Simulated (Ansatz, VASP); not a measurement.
## One calculation of LiCl, two programs

```
Li Cl
1.0
     0.00000    2.56476    2.56476
     2.51346    0.00000    2.56476
     2.51346    2.56476    0.00000
Li Cl
1 1
Direct
  0.00000 0.00000 0.00000
  0.50000 0.50000 0.50000
```

Change from the starting cell: strain -0.0200 x Voigt [1, 0, 0, 0, 0, 0], atoms carried along.

Alike in both runs: task single point; functional PBE; k mesh 8 × 8 × 8; occupations gaussian, width 0.05 eV; no spin polarisation.

|  | VASP | Ansatz |
| --- | --- | --- |
| version | VASP 6.6.1 | Ansatz 0.2.0 |
| potentials or method | VASP PAW PBE potentials, release 64 (Li_sv, Cl) | scalar-relativistic, plane waves, PAW |
| plane-wave cutoff (eV) | 520 | 420 |
| valence electrons in the cell | 10 | 10 |

|  | VASP | Ansatz | Ansatz less VASP |
| --- | --- | --- | --- |
| gap on the k mesh at the Fermi level (eV) | 6.44 | 6.43 | -0.013 |
| least direct gap on the mesh (eV) | 6.44 | 6.43 | -0.013 |

With one functional, cell and mesh, what is left measures potentials, basis and numerics.

 A k mesh can miss the band edges.
